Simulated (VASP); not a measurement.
# AgCl (Chlorargyrite) (Fm-3m) in VASP: further runs, part 2 of 2

VASP 6.6.1.

**3. Single point, PBE**

This run uses another cell than the first one, of 21.33 Å³/atom, 0.943 times its volume.

Contents of INCAR:

```
SYSTEM = AgCl
PREC = Accurate
ENCUT = 520
EDIFF = 1E-6
ISMEAR = 0
SIGMA = 0.01
LREAL = .False.
LASPH = .True.
NELM = 80
ALGO = Normal
ISIF = 2
LWAVE = .False.
LCHARG = .False.
GGA = PE
NBANDS = 16
```

Contents of KPOINTS:

```
Automatic mesh
0
Gamma
  8 8 8
  0 0 0
```

Contents of POSCAR:

```
AgCl
1.0
    0.0000000000      2.7731725659      2.7731725659
    2.7731725659      0.0000000000      2.7731725659
    2.7731725659      2.7731725659      0.0000000000
Ag Cl
1 1
Direct
    0.0000000000      0.0000000000      0.0000000000
    0.5000000000      0.5000000000      0.5000000000
```

Potentials or basis: VASP PAW PBE potentials, release 64 (Ag, Cl).

The run is started by

```sh
cat potpaw_PBE.64/Ag/POTCAR potpaw_PBE.64/Cl/POTCAR > POTCAR
mpirun -np 1 vasp_std > vasp.out
```

OUTCAR:

```text
SYSTEM = AgCl
   PREC = Accurate
   ENCUT = 520
   EDIFF = 1E-6
   ISMEAR = 0
   LREAL = .False.
   LASPH = .True.
   NELM = 80
   ISIF = 2
   GGA = PE

 ion  position               nearest neighbor table
   1  0.000  0.000  0.000-   2 2.77   2 2.77   2 2.77   2 2.77   2 2.77   2 2.77
   2  0.500  0.500  0.500-   1 2.77   1 2.77   1 2.77   1 2.77   1 2.77   1 2.77

  LATTYP: Found a face centered cubic cell.
 ALAT       =     5.5463451318

  Lattice vectors:

 A1 = (   0.0000000000,   2.7731725659,   2.7731725659)
 A2 = (   2.7731725659,   0.0000000000,   2.7731725659)
 A3 = (   2.7731725659,   2.7731725659,   0.0000000000)

Analysis of symmetry for initial positions (statically):
=====================================================================
 Subroutine PRICEL returns:
 Original cell was already a primitive cell.

 Routine SETGRP: Setting up the symmetry group for a
 face centered cubic supercell.

 Subroutine GETGRP returns: Found 48 space group operations
 (whereof 48 operations were pure point group operations)
 out of a pool of 48 trial point group operations.

The static configuration has the point symmetry O_h .

[... 156 lines left out ...]
  ---------------------------------------------------
  free energy    TOTEN  =        -5.39443795 eV

  energy without entropy =       -5.39443795  energy(sigma->0) =       -5.39443795

 E-fermi :   3.9543     XC(G=0):  -9.9652

 val. band max:        3.8169406767   @ k =   0.5000   0.0000   0.0000
 cond. band min:       4.7258432142   @ k =   0.0000   0.0000   0.0000
 fundamental gap:      0.9089025375
 Fermi energy:         3.9543114437

 k-point     1 :       0.0000    0.0000    0.0000
  band No.  band energies     occupation
      1     -11.3311      2.00000
      2       1.3779      2.00000
      3       1.3779      2.00000
      4       1.3779      2.00000
      5       1.4189      2.00000
      6       1.4189      2.00000
[... 433 lines left out ...]
      3      -0.2682      2.00000
      4      -0.2237      2.00000
      5       1.6791      2.00000
      6       1.7464      2.00000
[... 8 lines left out ...]
     15      17.3232      0.00000
     16      18.7794      0.00000

 [... further k-points ...]
[... 5 lines left out ...]
  --------------------------------------------------------------------------------------
  -------------------------------------------------------------------------------------
  Total        0.3912328      0.3912328      0.3912328     -0.0000000     -0.0000000      0.0000000
  in kB       14.6955271     14.6955271     14.6955271     -0.0000000     -0.0000000      0.0000000
  external PRESSURE =      14.6955271 kB  Pullay stress =       0.0000000 kB

 VOLUME and BASIS-vectors are now :
 -----------------------------------------------------------------------------
  energy-cutoff  :      520.00
  volume of cell :       42.65
      direct lattice vectors                 reciprocal lattice vectors
     0.000000000  2.773172566  2.773172566    -0.180298913  0.180298913  0.180298913
     2.773172566  0.000000000  2.773172566     0.180298913 -0.180298913  0.180298913
     2.773172566  2.773172566  0.000000000     0.180298913  0.180298913 -0.180298913

 POSITION                                       TOTAL-FORCE (eV/Angst)
 -----------------------------------------------------------------------------------
      0.00000      0.00000      0.00000         0.000000      0.000000      0.000000
      2.77317      2.77317      2.77317         0.000000     -0.000000     -0.000000
 -----------------------------------------------------------------------------------
    total drift:                               -0.000000      0.000000      0.000000

  FREE ENERGIE OF THE ION-ELECTRON SYSTEM (eV)
  ---------------------------------------------------
  free  energy   TOTEN  =        -5.3944379462 eV

  energy  without entropy=       -5.3944379462  energy(sigma->0) =       -5.39443795
```

Run time: 11 s. Hardware: 1 thread of AMD EPYC 9R45 (Zen 5), shared host; peak memory 0.14 GiB.

What came out:

| Quantity | Value |
| --- | --- |
| Free energy | -5.3944 eV |
| Pressure | 1.5 GPa |
| Band gap on the k mesh | 0.91 eV, indirect (least direct gap 3.18 eV) |

**4. Single point, r2SCAN**

This run uses another cell than the first one, of 21.33 Å³/atom, 0.943 times its volume.

POSCAR is that of step 3.

Contents of INCAR.step1:

```
SYSTEM = AgCl
PREC     = Accurate       ! precision mode
ENCUT    = 520            ! plane-wave cutoff, eV
ISMEAR   = 0              ! smearing method
SIGMA    = 0.01           ! smearing width, eV
LREAL    = .FALSE.        ! projectors in reciprocal space
LASPH    = .TRUE.         ! aspherical terms in the spheres
NELM     = 100            ! most SCF steps
NBANDS   = 16             ! bands
GGA      = PE             ! functional
ALGO     = Normal         ! electronic algorithm
EDIFF    = 1E-4           ! SCF threshold, eV
LWAVE    = .TRUE.         ! write WAVECAR
LCHARG   = .FALSE.        ! write CHGCAR
```

Contents of INCAR.step2:

```
SYSTEM = AgCl
PREC     = Accurate       ! precision mode
ENCUT    = 520            ! plane-wave cutoff, eV
EDIFF    = 1E-7           ! SCF threshold, eV
ISMEAR   = 0              ! smearing method
SIGMA    = 0.01           ! smearing width, eV
LREAL    = .FALSE.        ! projectors in reciprocal space
LASPH    = .TRUE.         ! aspherical terms in the spheres
NELM     = 100            ! most SCF steps
ALGO     = Normal         ! electronic algorithm
ISIF     = 2              ! what is computed and relaxed
LWAVE    = .FALSE.        ! write WAVECAR
LCHARG   = .FALSE.        ! write CHGCAR
METAGGA  = R2SCAN         ! meta-GGA
LMIXTAU  = .TRUE.       
NBANDS   = 16             ! bands
ISTART   = 1
```

Contents of KPOINTS:

```
regular mesh
0
G
  8 8 8
  0 0 0
```

The run is started by

```sh
cat potpaw_PBE.64/Ag/POTCAR potpaw_PBE.64/Cl/POTCAR > POTCAR
cp INCAR.step1 INCAR
mpirun -np 1 vasp_std > vasp.out
cp INCAR.step2 INCAR
mpirun -np 1 vasp_std > vasp.out
```

It took 70 s on 1 thread of AMD EPYC 9R45 (Zen 5), shared host; peak memory 0.15 GiB.

Results (log left out):

| Property | Result |
| --- | --- |
| Free energy | -28.6432 eV |
| Pressure | -0.1 GPa |
| Band gap on the k mesh | 1.42 eV, indirect (least direct gap 3.70 eV) |

Levels at points of the mesh, in eV from the valence-band top:
```tsv
k point	band 7	band 8	band 9	band 10	band 11	band 12
(0.00, 0.00, 0.00)	-2.43	-2.38	-2.38	1.42	11.34	11.34
(0.50, 0.00, 0.00)	-1.75	0.00	0.00	4.71	7.16	8.27
(0.50, 0.50, 0.00)	-1.95	-1.95	-1.84	2.93	8.35	9.24
```

Caveat: the PAW data sets were made with another functional, which shifts forces and pressure a little.

**5. Overview**

```csv
level,cell,k mesh,gap on the mesh (eV),pressure (GPa)
r2SCAN,"a = 3.999 Å, angles 60.0°, 2 atoms",6 × 6 × 6,1.43,-2.6
PBE,"a = 3.922 Å, angles 60.0°, 2 atoms",8 × 8 × 8,0.91,1.5
r2SCAN,"a = 3.922 Å, angles 60.0°, 2 atoms",8 × 8 × 8,1.42,-0.1
```

Alike in all rows: task single point; potentials or basis VASP PAW PBE potentials, release 64 (Ag, Cl); no spin polarisation; cutoff (eV) 520; smearing gaussian 0.01 eV.

Caveats: the PAW data sets were made with another functional, which shifts forces and pressure a little (some runs).

Total energies depend on the potentials used, so only differences within one code and one set of settings carry meaning.

**6. How close it comes**

Step 3. A measured gap of AgCl is 3.249 eV (indirect; a printed reference work, data compilation); the calculated 0.91 eV misses it by -2.34 eV. So large a miss can be the level of theory's own, or it may mean another phase, state or a wrong row. Spin-orbit coupling on Ag is left out. The value is that of PBE on a finite k mesh, which can miss the band edges, without temperature or zero-point motion. Semilocal functionals fall short of measured gaps as a rule.

Step 4. Measured gap of AgCl: 3.249 eV (indirect; a printed reference work, data compilation). This calculation gives 1.42 eV (-1.83 eV). So large a miss can be the level of theory's own, or it may mean another phase, state or a wrong row. Spin-orbit coupling on Ag is left out. The value is that of r2SCAN on a finite k mesh, which can miss the band edges, without temperature or zero-point motion.
